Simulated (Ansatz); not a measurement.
**In2Sb: properties at the relaxed cell**

The task here is to estimate one member of a computed series from the others.

Computed with Ansatz 0.2.0 (DFT r2SCAN, scalar-relativistic, plane waves, PAW, unless a step's input says otherwise).

1 further run of the same task is left out (set aside as unsound or not needed).

## The structure to begin with

Symmetry: P6_3/mmc, No. 194, hexagonal system. The conventional cell has a = 5.415 Å, b = 5.415 Å, c = 6.447 Å, α = 90.00°, β = 90.00°, γ = 120.00°. Around In (site symmetry -6m2) lie 5 Sb at 3.13 to 3.22 Å and 6 In at 3.52 Å. In (site symmetry -3m) is surrounded by 8 In at 3.22 to 3.52 Å and 6 Sb at 3.52 Å. Sb (site symmetry -6m2) has 11 In at 3.13 to 3.52 Å as nearest neighbours.

As a file:

```cif
data_structure
_symmetry_space_group_name_H-M 'P 1'
_symmetry_Int_Tables_number 1
_cell_length_a 5.4155
_cell_length_b 5.4155
_cell_length_c 6.4473
_cell_angle_alpha 90.000
_cell_angle_beta 90.000
_cell_angle_gamma 120.000
_cell_volume 163.75
loop_
_atom_site_label
_atom_site_type_symbol
_atom_site_fract_x
_atom_site_fract_y
_atom_site_fract_z
_atom_site_occupancy
In1 In 0.66667 0.33333 0.25000 1
In2 In 0.33333 0.66667 0.75000 1
In3 In 0.00000 0.00000 0.50000 1
In4 In 0.00000 0.00000 0.00000 1
Sb1 Sb 0.66667 0.33333 0.75000 1
Sb2 Sb 0.33333 0.66667 0.25000 1
```

It goes back to an entry of the Materials Project, which need not be the stable form.

This cell was relaxed beforehand with the same method: volume 27.29 Å³/atom, gap on the mesh none (metal).

The first run:

Input file input.yaml:

```yaml
crystal:
  lattice:
    - [5.3607563569, 0.0, 0.0]
    - [-2.6803781785, 4.6425511886, 0.0]
    - [0.0, 0.0, 6.3821897368]
  atoms:
    - { symbol: In, position: [0.6666666667, 0.3333333333, 0.25] }
    - { symbol: In, position: [0.3333333333, 0.6666666667, 0.75] }
    - { symbol: In, position: [0.0, 0.0, 0.5] }
    - { symbol: In, position: [0.0, 0.0, 0.0] }
    - { symbol: Sb, position: [0.6666666667, 0.3333333333, 0.75] }
    - { symbol: Sb, position: [0.3333333333, 0.6666666667, 0.25] }
basis:
  ecutwfc: 500
kpoints:
  mp_grid: { grid: [12, 12, 6] }
hamiltonian:
  xc: r2scan
scf:
  occupations: { method: gaussian, width: 0.1 }
output:
  forces: true
  stress: true
  eigenvalues: true
relax:
  adjacent_minimum: "off"
  f_tol: 0.01
  max_steps: 30
  cell: { stress_tol: 0.1, fix: [volume] }
```

Started as:

```bash
$ ansatz run input.yaml --threads 1 --pin off --max-ram 2560MiB --backend cpu --events-out ev --progress --plain --runs-dir out
```

Among the steps run: Volume × 0.97; Point at V/V0 = 1.03; The cell scaled to 0.94 of its volume; The cell scaled to 1.06 of its volume; The cell scaled to 0.91 of its volume; The cell scaled to 1.10 of its volume; Point at V/V0 = 0.88.

One table of the session follows, with a row left open; its other results are not shown here.

It belongs to the step «Equation of state». 

```
volume (Å³/atom)  energy above the lowest point (meV/atom)  pressure (GPa)
          24.017                                      67.6            7.66
          24.835                                      35.3            5.14
          25.654                                      14.7            3.07
          26.473                                       3.5            1.40
          27.292                                       0.0            0.00
          28.110                                       3.1           -1.18
          28.929                                         ?               ?
          30.021                                      30.3           -3.24
```

Estimate the missing values for volume (Å³/atom) = 28.929.

Worked estimate for «energy above the lowest point (meV/atom)». A straight line through the neighbours (28.110, 3.1) and (30.021, 30.3) gives 3.1 + (30.3 − 3.1) × (28.929 − 28.110) / (30.021 − 28.110) = 14.8; a parabola fitted to 3 rows on both sides gives 11.3.

**Answer.** energy above the lowest point (meV/atom): 11.8; pressure (GPa): -2.16. In «energy above the lowest point (meV/atom)» the line misses by +3.0 and the parabola by -0.5.
